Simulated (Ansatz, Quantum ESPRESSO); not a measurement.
# Be chain with one Al atom in line: ballistic transmission, part 3 of 4

How well does the junction conduct in the ballistic limit? It is: Be chain with one Al atom in line.

Quantum ESPRESSO 7.5; plane-wave DFT, LDA, GBRV ultrasoft pseudopotentials; cross-check by Ansatz 0.2.0 with PAW datasets.

So far. Step 2 (Ground state): The run needed 28 iterations to bring the estimated error under 1e-07 Ry; the largest force on any atom, held or free, is 0.60 eV/Å. Step 3 (The open system): At no point does T exceed the number of channels.

**4. The open system, with epsproj = 0.01**

Level of this step: transmission by pwcond, lead and junction from one cell; plane-wave DFT, LDA, GBRV ultrasoft pseudopotentials (Quantum ESPRESSO).

How much does a setting matter? One run is repeated with a change.

cond.w.in reads:

```
&inputcond
  outdir = './out'
  prefixt = 'scf'
  tran_file = 'cond.w.dat'
  bdl = 0.5733333333
  bds = 3.1857066667
  ikind = 1
  ewind = 4.0
  epsproj = 0.01
  nz1 = 7
  energy0 = 2.0
  denergy = -0.1
/
1
  0.00000000 0.00000000 1.00000000
41
```

On the command line:

```console
$ OMP_NUM_THREADS=1 mpirun -n 2 pwcond.x -in cond.w.in > cond.w.out
```

Log:

```text
[banner, memory and clock lines left out]
Program PWCOND v.7.5 starts
[citation notice left out]

[...]
./out/scf.save/

[...]
negative rho (up, down):  1.020E-02 0.000E+00
     Reading collected, re-writing distributed wavefunctions

===== INPUT FILE containing all the regions =====

     GEOMETRY:

     lattice parameter (alat)  =      14.1729  a.u.
     the volume                =    9069.5591 (a.u.)^3
     the cross section         =     200.8724 (a.u.)^2
     l of the unit cell        =       3.1857 (alat)
     number of atoms/cell      =           11
     number of atomic types    =            2

     crystal axes: (cart. coord. in units of alat)
               a(1) = (  1.0000  0.0000  0.0000 )
               a(2) = (  0.0000  1.0000  0.0000 )
               a(3) = (  0.0000  0.0000  3.1857 )

   Cartesian axes

     site n.     atom                  positions (alat units)
          1        Be     tau(  1)=(  0.5000  0.5000  3.1857  )
          2        Be     tau(  2)=(  0.5000  0.5000  0.2867  )
          3        Be     tau(  3)=(  0.5000  0.5000  0.5733  )
          4        Be     tau(  4)=(  0.5000  0.5000  0.8600  )
          5        Be     tau(  5)=(  0.5000  0.5000  1.1467  )
          6        Al     tau(  6)=(  0.5000  0.5000  1.4495  )
          7        Be     tau(  7)=(  0.5000  0.5000  1.7524  )
          8        Be     tau(  8)=(  0.5000  0.5000  2.0390  )
          9        Be     tau(  9)=(  0.5000  0.5000  2.3257  )
         10        Be     tau( 10)=(  0.5000  0.5000  2.6124  )
         11        Be     tau( 11)=(  0.5000  0.5000  2.8990  )

     nr1s                      =           54
     nr2s                      =           54
     nr3s                      =          180
     nr1sx                     =           54
     nr2sx                     =           54
     nr3sx                     =          180
     nr1                       =           60
     nr2                       =           60
     nr3                       =          192
     nr1x                      =           60
     nr2x                      =           60
     nr3x                      =          192

 _______________________________
  Radii of nonlocal spheres:

     type       ibeta     ang. mom.          radius (alat units)
       Be         1         0                    0.1141
       Be         2         0                    0.1141
       Be         3         0                    0.1141
       Be         4         1                    0.1141
       Be         5         1                    0.1141
       Be         6         2                    0.1141
       Al         1         0                    0.1354
       Al         2         1                    0.1354
       Al         3         2                    0.1354
----- General information -----

--- T calc. with identical leads (ikind=1) ---

     nrx                       =           54
     nry                       =           54
     nz1                       =            7

     energy0               =         2.0E+00
     denergy               =        -1.0E-01
     nenergy               =         41
     ecut2d                =         3.4E+01
     ewind                 =         4.0E+00
     epsproj               =         1.0E-02

     number of k_|| points=    1
                       cryst. coord.
        k(    1) = (   0.0000000   0.0000000), wk =   1.0000000
----- Information about left/right lead -----

     nocros                   =           14
     noins                    =           14
     norb                     =           42
     norbf                    =          135
     nrz                      =           32

      iorb      type   ibeta   ang. mom.   m       position (alat)
        1        1       1        0        1   taunew(   1)=(  0.5000  0.5000  0.0000)
        2        1       2        0        1   taunew(   2)=(  0.5000  0.5000  0.0000)
[...]
42        1       6        2        5   taunew(  42)=(  0.5000  0.5000  0.5733)
    k slab    z(k)  z(k+1)     crossing(iorb=1,norb)
    1   0.0000 0.0179 0.0179   111111111111110000000000000000000000000000
    2   0.0179 0.0358 0.0179   111111111111110000000000000000000000000000
[...]
32   0.5554 0.5733 0.0179   000000000000000000000000000011111111111111
----- Information about scattering region -----

     noins                    =          107
     norb                     =          135
     norbf                    =          135
     nrz                      =          148

      iorb      type   ibeta   ang. mom.   m       position (alat)
        1        1       1        0        1   taunew(   1)=(  0.5000  0.5000  0.0000)
        2        1       2        0        1   taunew(   2)=(  0.5000  0.5000  0.0000)
[...]
135        1       6        2        5   taunew( 135)=(  0.5000  0.5000  2.6124)
 ngper, shell number =          545          70
 ngper, n2d =          545          76
---  E-Ef =    2.0000000  k =    0.0000000   0.0000000
---  ie =          1  ik =          1
 Nchannels of the left tip =            2
 Right moving states:
   k1(2pi/a)   k2(2pi/a)   E-Ef (eV)
   0.4665682   0.0000012   2.0000000
   0.4665682   0.0000012   2.0000000
 Left moving states:
   k1(2pi/a)   k2(2pi/a)   E-Ef (eV)
  -0.4665682   0.0000012   2.0000000
  -0.4665682   0.0000012   2.0000000

 to transmit
 Band j to band i transmissions and reflections:
    j         i     |T_ij|^2    |R_ij|^2

    1 -->     1     0.99830     0.00000
    1 -->     2     0.00000     0.00170
   Total T_j, R_j =    0.99830  0.00170

    2 -->     1     0.00000     0.00170
    2 -->     2     0.99830     0.00000
   Total T_j, R_j =    0.99830  0.00170

E-Ef(ev), T(x2 spins) =    2.0000000   3.9932082
---  E-Ef =    1.9000000  k =    0.0000000   0.0000000
---  ie =          2  ik =          1
 Nchannels of the left tip =            2
 Right moving states:
   k1(2pi/a)   k2(2pi/a)   E-Ef (eV)
   0.4524658   0.0000012   1.9000000
   0.4524658   0.0000012   1.9000000
 Left moving states:
   k1(2pi/a)   k2(2pi/a)   E-Ef (eV)
  -0.4524658   0.0000012   1.9000000
  -0.4524658   0.0000012   1.9000000

 to transmit
 Band j to band i transmissions and reflections:
    j         i     |T_ij|^2    |R_ij|^2

    1 -->     1     0.99985     0.00000
    1 -->     2     0.00000     0.00015
   Total T_j, R_j =    0.99985  0.00015

    2 -->     1     0.00000     0.00015
    2 -->     2     0.99985     0.00000
   Total T_j, R_j =    0.99985  0.00015

E-Ef(ev), T(x2 spins) =    1.9000000   3.9993818
---  E-Ef =    1.8000000  k =    0.0000000   0.0000000
---  ie =          3  ik =          1
 Nchannels of the left tip =            2
 Right moving states:
   k1(2pi/a)   k2(2pi/a)   E-Ef (eV)
   0.4379406   0.0000012   1.8000000
   0.4379406   0.0000012   1.8000000
 Left moving states:
   k1(2pi/a)   k2(2pi/a)   E-Ef (eV)
  -0.4379406   0.0000012   1.8000000
  -0.4379406   0.0000012   1.8000000

 to transmit
 Band j to band i transmissions and reflections:
    j         i     |T_ij|^2    |R_ij|^2

    1 -->     1     0.99997     0.00000
    1 -->     2     0.00000     0.00003
   Total T_j, R_j =    0.99997  0.00003

    2 -->     1     0.00000     0.00003
    2 -->     2     0.99997     0.00000
   Total T_j, R_j =    0.99997  0.00003

E-Ef(ev), T(x2 spins) =    1.8000000   3.9998873
[... further energies and points left out ...]
---  E-Ef =   -1.8000000  k =    0.0000000   0.0000000
---  ie =         39  ik =          1
 Nchannels of the left tip =            1
 Right moving states:
   k1(2pi/a)   k2(2pi/a)   E-Ef (eV)
  -0.4057702  -0.0000216  -1.8000000
 Left moving states:
   k1(2pi/a)   k2(2pi/a)   E-Ef (eV)
   0.4057702  -0.0000216  -1.8000000

 to transmit
 Band j to band i transmissions and reflections:
    j         i     |T_ij|^2    |R_ij|^2

    1 -->     1     0.97403     0.02597
   Total T_j, R_j =    0.97403  0.02597

E-Ef(ev), T(x2 spins) =   -1.8000000   1.9480645
---  E-Ef =   -1.9000000  k =    0.0000000   0.0000000
---  ie =         40  ik =          1
 Nchannels of the left tip =            1
 Right moving states:
   k1(2pi/a)   k2(2pi/a)   E-Ef (eV)
  -0.4237153  -0.0000214  -1.9000000
 Left moving states:
   k1(2pi/a)   k2(2pi/a)   E-Ef (eV)
   0.4237152  -0.0000214  -1.9000000

 to transmit
 Band j to band i transmissions and reflections:
    j         i     |T_ij|^2    |R_ij|^2

    1 -->     1     0.98640     0.01360
   Total T_j, R_j =    0.98640  0.01360

E-Ef(ev), T(x2 spins) =   -1.9000000   1.9728003
---  E-Ef =   -2.0000000  k =    0.0000000   0.0000000
---  ie =         41  ik =          1
 Nchannels of the left tip =            1
 Right moving states:
   k1(2pi/a)   k2(2pi/a)   E-Ef (eV)
  -0.4419792  -0.0000212  -2.0000000
 Left moving states:
   k1(2pi/a)   k2(2pi/a)   E-Ef (eV)
   0.4419791  -0.0000212  -2.0000000

 to transmit
 Band j to band i transmissions and reflections:
    j         i     |T_ij|^2    |R_ij|^2

    1 -->     1     0.99421     0.00579
   Total T_j, R_j =    0.99421  0.00579

E-Ef(ev), T(x2 spins) =   -2.0000000   1.9884112
   T_tot     2.00000      0.39932E+01
   T_tot     1.90000      0.39994E+01
   T_tot     1.80000      0.39999E+01
   T_tot     1.70000      0.39992E+01
   T_tot     1.60000      0.39984E+01
   T_tot     1.50000      0.39948E+01
   T_tot     1.40000      0.39807E+01
   T_tot     1.30000      0.39443E+01
   T_tot     1.20000      0.38743E+01
   T_tot     1.10000      0.37642E+01
   T_tot     1.00000      0.36034E+01
   T_tot     0.90000      0.33408E+01
   T_tot     0.80000      0.28548E+01
   T_tot     0.70000      0.20852E+01
   T_tot     0.60000      0.12733E+01
   T_tot     0.50000      0.70369E+00
   T_tot     0.40000      0.38266E+00
   T_tot     0.30000      0.00000E+00
   T_tot     0.20000      0.00000E+00
   T_tot     0.10000      0.00000E+00
   T_tot    -0.00000      0.00000E+00
   T_tot    -0.10000      0.12299E+01
   T_tot    -0.20000      0.14807E+01
   T_tot    -0.30000      0.14807E+01
   T_tot    -0.40000      0.14397E+01
   T_tot    -0.50000      0.14142E+01
   T_tot    -0.60000      0.14177E+01
   T_tot    -0.70000      0.14500E+01
   T_tot    -0.80000      0.15055E+01
   T_tot    -0.90000      0.15753E+01
   T_tot    -1.00000      0.16485E+01
   T_tot    -1.10000      0.17147E+01
   T_tot    -1.20000      0.17673E+01
   T_tot    -1.30000      0.18056E+01
   T_tot    -1.40000      0.18343E+01
   T_tot    -1.50000      0.18598E+01
   T_tot    -1.60000      0.18874E+01
   T_tot    -1.70000      0.19178E+01
   T_tot    -1.80000      0.19481E+01
   T_tot    -1.90000      0.19728E+01
   T_tot    -2.00000      0.19884E+01

[...]
```

The job ended after 66 s (2 MPI ranks of Arm Neoverse V2, shared host; peak memory 0.39 GiB).

The changed values were drawn from a wide range, not chosen for quality; the comparison shows what they did here together.

Beside the run it was changed from:

```csv
quantity,this run,unchanged run,difference
"transmission at the Fermi level, one spin",0,0,0
"lead channels at the Fermi level, one spin",0,0,0
wall time (s),66,180,
```

Over all energies T moves by up to 0.033, at -0.4 eV.

[end of part 3 of 4]

[Logs are printed without paths, hosts, clocks, repeated set-up lines and the standing remarks that a program may print on its own settings, such as how far it seeks lower states.]

[Hosts, paths, dates, database ids (printed as entryN), source tags and the programs' standing remarks are cut or masked in the printed files.]

[Maps of the electrostatic potential energy from Ansatz leave out the sawtooth potential of an applied field or a dipole correction, so their vacuum need not be flat; planar profiles and work functions include it.]
